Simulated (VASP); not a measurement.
**AlRu: relaxation of cell and atoms with PBE**

Crystal: AlRu.

```xyz
2
Lattice="2.9900 0.0000 0.0000 0.0000 2.9900 0.0000 0.0000 0.0000 2.9900" Properties=species:S:1:pos:R:3 pbc="T T T"
Ru    0.0000    0.0000    0.0000
Al    1.4950    1.4950    1.4950
```

The cell was built by a generator and needn't be a form met in nature.

```
Program                : VASP 6.6.1
Task                   : relaxation of cell and atoms
Functional             : PBE
Potentials or basis    : VASP PAW PBE potentials, release 64 (Ru_pv, Al)
Cutoff                 : 600 eV
k mesh                 : 12 × 12 × 12
Occupations            : methfessel-paxton, width 0.2 eV
Spin                   : no spin polarisation
Further INCAR settings : ALGO = Normal; EDIFF = 1e-06; IBRION = 2; EDIFFG = -0.01; NSW = 40; ISIF = 3
```

```
Relaxed volume                         : 13.54 Å³/atom
Relaxed cell                           : a = 3.003 Å, b = 3.003 Å, c = 3.003 Å, α = 90.00°, β = 90.00°, γ = 90.00°
Space group after relaxing (to 0.05 Å) : Pm-3m (No. 221)
Energy gained by relaxing              : 1.4 meV/atom
Ionic steps                            : 3
Pressure after relaxing                : 0.0 GPa
Band gap on the k mesh                 : none (metal or under the smearing width)
```

Step by step:
| step | energy change (eV) | largest force (eV/Å) | pressure (GPa) | volume (Å³) |
| --- | --- | --- | --- | --- |
| 1 | 0.0000 | 0.0000 | 2.71 | 26.73 |
| 2 | 0.0038 | 0.0000 | -3.87 | 27.61 |
| 3 | -0.0029 | 0.0000 | -0.02 | 27.08 |

Final structure:
```cif
data_structure
_symmetry_space_group_name_H-M 'P 1'
_symmetry_Int_Tables_number 1
_cell_length_a 3.0028
_cell_length_b 3.0028
_cell_length_c 3.0028
_cell_angle_alpha 90.000
_cell_angle_beta 90.000
_cell_angle_gamma 90.000
_cell_volume 27.08
loop_
_atom_site_label
_atom_site_type_symbol
_atom_site_fract_x
_atom_site_fract_y
_atom_site_fract_z
_atom_site_occupancy
Ru1 Ru 0.00000 0.00000 0.00000 1
Al1 Al 0.50000 0.50000 0.50000 1
```

Levels at points of the mesh, in eV from the Fermi level:
```tsv
k point	band 6	band 7	band 8	band 9	band 10	band 11	band 12
(0.00, 0.00, 0.00)	-3.48	0.19	0.19	0.19	6.04	6.04	6.04
(0.50, 0.00, 0.00)	-2.70	-1.56	-1.56	0.44	2.27	7.47	10.99
(0.50, 0.50, 0.00)	-1.34	-1.34	-1.13	-1.13	1.53	5.26	6.14
(0.50, 0.50, 0.50)	-4.55	1.62	1.62	2.52	4.13	4.13	4.13
```

Run time: 21 s on 8 MPI ranks on Intel(R) Xeon(R) Platinum 8375C CPU @ 2.90GHz (Ice Lake) (shared host), peak memory 0.17 GiB a rank.
